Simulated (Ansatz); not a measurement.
# SiC (P6_3mc) in Ansatz: settings compared, part 2 of 2

Ansatz 0.2.0.

## (3) Relaxation of cell and atoms, BLYP+D3(BJ)

Contents of input.yaml:

```yaml
crystal:
  lattice:
    - [3.0756941497, 0.0, 0.0]
    - [-1.5378470748, 2.6636292679, 0.0]
    - [0.0, 0.0, 10.07064648]
  atoms:
    - { symbol: Si, position: [0.0, 0.0, 0.18789438] }
    - { symbol: Si, position: [0.0, 0.0, 0.68789438] }
    - { symbol: Si, position: [0.3333333333, 0.6666666667, 0.43784198] }
    - { symbol: Si, position: [0.6666666667, 0.3333333333, 0.93784198] }
    - { symbol: C, position: [0.0, 0.0, 0.00046005] }
    - { symbol: C, position: [0.0, 0.0, 0.50046005] }
    - { symbol: C, position: [0.3333333333, 0.6666666667, 0.24980259] }
    - { symbol: C, position: [0.6666666667, 0.3333333333, 0.74980259] }
hamiltonian:
  xc: blyp
  pseudopotentials: { kind: paw }
  dispersion: d3bj
kpoints:
  mp_grid: { grid: [10, 10, 3] }
scf:
  occupations: { method: fermi_dirac, width: 0.05 }
output:
  forces: true
  stress: true
relax:
  f_tol: 0.01
  max_steps: 40
  cell: { stress_tol: 0.05 }
```

Potentials or basis: Ansatz PAW.

Command:

```
$ ansatz run input.yaml --threads 2 --pin off --max-ram 5120MiB --backend cpu --events-out ev --progress --plain --runs-dir out
```

Output:

```text
Warning: RAYON_NUM_THREADS=2 ignored (pool sized by the plan → 2); use --threads N
Engine: ansatz 0.2.0, x86_64-unknown-linux-gnu
Pseudopotentials: kind: paw
Pseudopotential: Si, paw, valence charge 4, recommended cutoff 420 eV (normal), Si.paw.azcp
Pseudopotential: C, paw, valence charge 4, recommended cutoff 420 eV (normal), C.paw.azcp
Functional definition: BLYP
  parameter beta = 0.0042
  parameter a = 0.04918
  parameter b = 0.132
  parameter c = 0.2533
  parameter d = 0.349
  exchange = b88_x(beta = beta)
  correlation = lyp_c(a = a, b = b, c = c, d = d)
Crystal: 8 atoms, lattice volume = 82.504 Å³
Basis set: ecut = 420 eV, 1605 PW (Γ), exchange–correlation on 48×48×144 points (8 copies of the dense FFT grid, shifted against one another)
Bands: 24, of which v1, the nominal top of the filled ones, is band 16 counted from 1 (15 counted from 0)
Symmetry: 12 space group operations
Space group: P63mc (ITA 186), of the structure as read, at distance tolerance 4.4e-5 Å
[... 104 lines left out ...]
  atom   2  Si     0.00000000    -0.00000000    -0.00302783
  atom   3  Si     0.00000000    -0.00000000    -0.00373136
  atom   4  Si    -0.00000000     0.00000000    -0.00373136
  atom   5  C      0.00000000    -0.00000000     0.00171920
  atom   6  C     -0.00000000     0.00000000     0.00171920
  atom   7  C      0.00000000    -0.00000000     0.00504125
  atom   8  C     -0.00000000     0.00000000     0.00504125
  max |Σ_I F_I| component: 2.51e-6 eV/Å
--- Stress (GPa, compression-positive) ---
       -0.014607       0.000000       0.000000
        0.000000      -0.014607       0.000000
        0.000000       0.000000      -0.047329
  P = ⅓ Tr σ = -0.0255 GPa (-0.255 kbar)
--- Relaxed structure (4 steps of the walk, 4 accepted, 1 SCFs on fresh bases) ---
  F+E_penalty+E_count = -3571.24428896 eV   max|allowed force component| = 5.041e-3 eV/Å   (the final SCF, on the basis selected at the relaxed cell)
  cell:  # Å, volume = 81.9162 Å³
    - [3.068108673964963, -2.879628770479676e-11, -7.089148840459757e-19]
    - [-1.5340543369575432, 2.657060053239444, 3.989496196667139e-19]
    - [-2.321177215343063e-18, 1.682159742093727e-19, 10.0484200977781]
  atoms:
    - { symbol: Si, position: [-7.1133819716067e-21, -7.736972161745004e-32, 0.18785524352633964] }
    - { symbol: Si, position: [-7.11338197160646e-21, -7.687469743643176e-32, 0.6878552435263398] }
    - { symbol: Si, position: [0.33333333333333326, 0.6666666666666666, 0.4378509592549137] }
    - { symbol: Si, position: [0.6666666666666667, 0.33333333333333326, 0.9378509592549137] }
    - { symbol: C, position: [3.394898033429165e-21, 3.6791392140835743e-32, 0.00047872808280159315] }
    - { symbol: C, position: [3.394898033429441e-21, 3.6767206344567574e-32, 0.5004787280828018] }
    - { symbol: C, position: [0.33333333333333326, 0.6666666666666666, 0.24981406913594525] }
    - { symbol: C, position: [0.6666666666666667, 0.33333333333333326, 0.7498140691359454] }
```

It took 9.1 s on 2 threads of AMD EPYC 7B13 (Zen 3), shared host; peak memory 0.41 GiB.

What came out:

| Item | Value |
| --- | --- |
| Free energy | -3571.2443 eV |
| Relaxed volume | 10.24 Å³/atom |
| Relaxed cell | a = 3.068 Å, b = 3.068 Å, c = 10.048 Å, α = 90.00°, β = 90.00°, γ = 120.00° |
| Space group after relaxing (to 0.05 Å) | P6_3mc (No. 186) |
| Energy gained by relaxing | 0.4 meV/atom |
| Ionic steps | 5 |
| Pressure after relaxing | 0.0 GPa |
| Largest force after relaxing | 0.005 eV/Å |
| Band gap on the k mesh | 2.53 eV |

Forces in eV/Å, atoms in the order of the input:
```
Si   0.000  0.000 -0.003
Si   0.000  0.000 -0.003
Si   0.000  0.000 -0.004
Si   0.000  0.000 -0.004
C    0.000  0.000  0.002
C    0.000  0.000  0.002
C    0.000  0.000  0.005
C    0.000  0.000  0.005
```

The path:
```csv
step,energy change (eV),largest force (eV/Å),volume (Å³)
1,0.0000,0.0168,82.50
2,-0.0029,0.0026,82.20
3,-0.0042,0.0018,81.91
4,-0.0042,0.0050,81.92
5,-0.0028,0.0050,81.92
```

Final structure:
```yaml
crystal:
  lattice:
    - [3.06811, 0.00000, 0.00000]
    - [-1.53405, 2.65706, 0.00000]
    - [0.00000, 0.00000, 10.04842]
  atoms:
    - { symbol: Si, position: [0.00000, 0.00000, 0.18786] }
    - { symbol: Si, position: [0.00000, 0.00000, 0.68786] }
    - { symbol: Si, position: [0.33333, 0.66667, 0.43785] }
    - { symbol: Si, position: [0.66667, 0.33333, 0.93785] }
    - { symbol: C, position: [0.00000, 0.00000, 0.00048] }
    - { symbol: C, position: [0.00000, 0.00000, 0.50048] }
    - { symbol: C, position: [0.33333, 0.66667, 0.24981] }
    - { symbol: C, position: [0.66667, 0.33333, 0.74981] }
```

Caveat: odd divisions of the mesh miss points on the zone boundary, where band edges often lie, so the gap on the mesh can be too wide; the plane-wave basis is chosen anew once the cell has moved, so the energies of steps on either side of that aren't comparable; the pressure holds a Pulay correction of +0.4 GPa for the finite cutoff; the PAW data sets come from PBE, with cores solved anew for the run's functional, which leaves a small shift of forces and pressure. BLYP gaps usually lie below the measured ones, often by a third to a half.

## (4) Single point, PBE

input.yaml, as its differences from that of step 3:

```diff
@@ -15,5 +15,4 @@
 hamiltonian:
-  xc: blyp
+  xc: pbe
   pseudopotentials: { kind: paw }
-  dispersion: d3bj
 kpoints:
@@ -22,2 +21,4 @@
   occupations: { method: fermi_dirac, width: 0.05 }
+basis:
+  ecutwfc: "800 eV"
 output:
@@ -25,5 +26,2 @@
   stress: true
-relax:
-  f_tol: 0.01
-  max_steps: 40
-  cell: { stress_tol: 0.05 }
+  eigenvalues: true
```

Command:

```
$ ansatz run input.yaml --threads 2 --pin off --max-ram 5120MiB --backend cpu --events-out ev --progress --plain --runs-dir out
```

Run time: 3.9 s. Hardware: 2 threads of AMD EPYC 7B13 (Zen 3), shared host; peak memory 0.5 GiB.

The run converged. Its results:

- Free energy: -3548.6423 eV
- Pressure: 3.9 GPa
- Largest force: 0.006 eV/Å
- Band gap on the k mesh: 2.23 eV, indirect (least direct gap 3.35 eV)

Forces in eV/Å, atoms in the order of the input:
```
Si   0.000  0.000  0.003
Si   0.000  0.000  0.003
Si   0.000  0.000 -0.006
Si   0.000  0.000 -0.006
C    0.000  0.000 -0.003
C    0.000  0.000 -0.003
C    0.000  0.000  0.006
C    0.000  0.000  0.006
```

Stress tensor (GPa, compression positive):
```
3.96 0.00 0.00
0.00 3.96 0.00
0.00 0.00 3.82
```

Levels at points of the mesh, in eV from the valence-band top:
| k point | band 14 | band 15 | band 16 | band 17 | band 18 | band 19 |
| --- | --- | --- | --- | --- | --- | --- |
| (0.00, 0.00, 0.00) | -0.05 | 0.00 | 0.00 | 5.11 | 5.69 | 6.30 |
| (0.00, -0.50, 0.00) | -2.22 | -1.58 | -1.12 | 2.23 | 2.36 | 4.23 |

Caveat: odd divisions of the mesh miss points on the zone boundary, where band edges often lie, so the gap on the mesh can be too wide. As with any semilocal functional, this PBE gap is likely too small.

## (5) The runs side by side

| task | level | cell | cutoff (eV) | gap on the mesh (eV) | pressure (GPa) | relaxed volume (Å³/atom) | largest force (eV/Å) |
| --- | --- | --- | --- | --- | --- | --- | --- |
| relaxation of cell and atoms | PBEsol+D3(BJ) | relaxed | 420 | 2.12 | 0.0 | 10.16 | - |
| relaxation of cell and atoms | BLYP+D3(BJ) | relaxed | 420 | 2.53 | 0.0 | 10.24 | 0.01 |
| single point | PBE | as given | 800 | 2.23 | 3.9 | - | 0.01 |

Alike in all rows: potentials or basis Ansatz PAW; no spin polarisation; k mesh 10 × 10 × 3; smearing fermi-dirac 0.05 eV.

Caveats: odd divisions of the mesh miss points on the zone boundary, where band edges often lie, so the gap on the mesh can be too wide; the plane-wave basis is chosen anew once the cell has moved, so the energies of steps on either side of that aren't comparable (some runs); the PAW data sets come from PBE, with cores solved anew for the run's functional, which leaves a small shift of forces and pressure (some runs).

Total energies depend on the potentials used, so only differences within one code and one set of settings carry meaning.
